A hybrid functional replaces part of a semilocal functional's exchange with exact exchange, and this usually makes silicon's bonds tighter and its gap wider. It is tempting to conclude that the functional with the most exact exchange, or with the widest gap, gives the smallest crystal. The runs contradict both ideas.

Silicon in the diamond structure (2-atom primitive cell), with cell and atoms relaxed in VASP 6.6.1 using hybrid functionals or Hartree–Fock (HF). All runs use PBE PAW potentials, a 600 eV plane-wave cutoff, a 4 × 4 × 4 k mesh and Fermi–Dirac smearing of 0.05 eV, without dispersion correction. Volume changes are relative to the common starting cell of 20.16 Å³ per atom.

| functional | volume change (%) | relaxed length a (Å) |
| --- | --- | --- |
| B3LYP | 2.680 | 3.883 |
| HF | 2.540 | 3.882 |
| HSE03 | 0.280 | 3.853 |
| HSE06 | 0.000 | 3.849 |
| HSEsol | -1.060 | 3.836 |
| PBE-EpsX | 1.330 | 3.866 |
| PBE0 | -0.190 | 3.847 |
| PBEsol0 | -1.300 | 3.833 |
| SCAN0 | -1.310 | 3.832 |
| TPSSh | 0.350 | 3.854 |
| r2SCANh | -0.170 | 3.847 |

The volume change counts from a common starting cell, not from experiment. The length is the edge of the primitive cell, whose three edges are equal by symmetry. PBE-EpsX and PBE0 fit the simple idea well. Both are built on PBE, and raising the exact exchange from 7 % to 25 % shrinks the cell by 1.5 points. But six rows contain 25 % exact exchange, three of them (HSE03, HSE06, HSEsol) only at short range, and their volumes spread over 1.6 points. Something else matters as much as this whole step.

The gap does no better. On the k mesh, HSEsol has a gap 0.1 eV narrower than that of HSE06, yet its cell is 1.1 points smaller. B3LYP and PBE0 have nearly the same gap, 2.1 eV, yet B3LYP's cell is 2.9 points larger. Its edge is about 0.9 % longer. Taking the lattice from one functional and the bands from the other would therefore build in a false strain, equal in all directions. In a study of strain, the unstrained reference cell should be relaxed with the functional that will supply the bands.

What remains is the parent, the semilocal functional into which exact exchange is mixed. Changing the parent of PBE0 from PBE to PBEsol gives PBEsol0 and shrinks the cell by 1.1 points. The same change of parent between HSE06 and HSEsol also gives 1.1 points. Extending the exact exchange of HSE06 or HSEsol to full range matters far less, about 0.2 points with either parent. From HSE03, whose exact exchange has a shorter range still, the step to PBE0 is 0.5 points. These small steps are less certain, because HSE06 never left the starting cell, PBE0 kept a slight pressure, and PBE0 treats the long-range part of exchange on the k mesh differently from PBEsol0. PBE0 differs in the same way from PBE-EpsX, so the step of 1.5 points between those two may also owe something to this setting.

Theory offers a reason for each effect. PBE's exchange strongly rewards an uneven density, and the density grows more uneven as atoms move apart, so PBE favours a larger cell. PBEsol weakens this reward. It changes the correlation part too, which these runs cannot separate, but the change in exchange is expected to decide the direction. The plain parents without exact exchange are known to stand in the same order. Exact exchange is thought to shorten bonds for a further reason, known best from molecules. Semilocal exchange also imitates the correlation that keeps two bonding electrons on opposite atoms, which loosens the bond, and mixing in exact exchange removes part of this imitation.

These two effects give a simple rule. At fixed orbitals the energy is linear in the fraction $a$ of exact exchange, so for small shifts the volume is nearly linear in it too, and the parent adds an offset:

$$\Delta V \approx 2.0 - 8.1\,a - 1.2\,g \quad (\text{in \%}).$$

Here $g$ is 1 for parents whose exchange is correct for slowly varying densities (PBEsol, TPSS, SCAN, r2SCAN) and 0 for PBE. The three constants come from least squares on nine rows, without B3LYP and HF, whose correlation is of another kind or absent. The typical miss is 0.2 points, against 0.6 with exact exchange alone. TPSSh fits worst, with a computed cell 0.3 points larger than the rule gives. It shares both $a$ and $g$ with r2SCANh, yet their volumes differ by 0.5 points, so $g$ is only a coarse label for the parent.

HF shows what the rule takes for granted. It has 100 % exact exchange, and the rule, stretched far beyond the rows that set it, would give a volume change near −6 %. The calculation gives +2.5 %. HF also drops correlation altogether, and correlation as a whole normally pulls a solid together, because its energy becomes more negative as the electrons are packed more densely.

The size of this pull can be estimated from a uniform electron gas. Near silicon's valence density, the correlation energy per electron $\varepsilon_c$ rises by roughly 0.02 hartree, or 0.54 eV, per unit of $\ln r_s$, where $r_s$ is the radius of a sphere that holds one electron on average. Since $r_s^3$ is proportional to the cell volume $V$, the 8 valence electrons in 40.3 Å³ feel an inward pressure

$$p_c \approx \frac{8}{3V}\,\frac{d\varepsilon_c}{d\ln r_s} \approx \frac{8 \times 0.54\ \text{eV}}{3 \times 40.3\ \text{Å}^3} \approx 0.036\ \text{eV/Å}^3 \approx 5.8\ \text{GPa}.$$

The energy gained as the HF cell relaxed implies a stiffness of about 107 GPa. Removing the pressure would then expand the cell by 5.8/107, or about 5 %. This has the right sign and order of magnitude, but it does not cover the whole difference of nearly 9 points, which itself rests on the stretched rule. With its full share of long-range exact exchange, HF is probably also the row most exposed to the coarse k mesh, and no finer mesh is available to test it.

B3LYP deviates in the same direction. With 20 % exact exchange and $g=0$, the rule gives +0.4 %, while the calculation gives +2.7 %. Its correlation is mostly LYP, which is known to be too weak in a uniform electron gas. What matters for the volume is how fast this energy deepens as the density rises. In LYP that is expected to be somewhat too slow, which would loosen the crystal as in HF, only far less. B3LYP's semilocal exchange also differs from PBE's, and this single row cannot separate the two causes.

To judge an unfamiliar hybrid for silicon, check first whether its correlation is correct for a uniform electron gas, as in the nine fitted rows. Then weigh its parent's exchange and its fraction of exact exchange together: in the rule, going from 10 % to 25 % exact exchange shrinks the cell about as much as changing $g$ from 0 to 1.
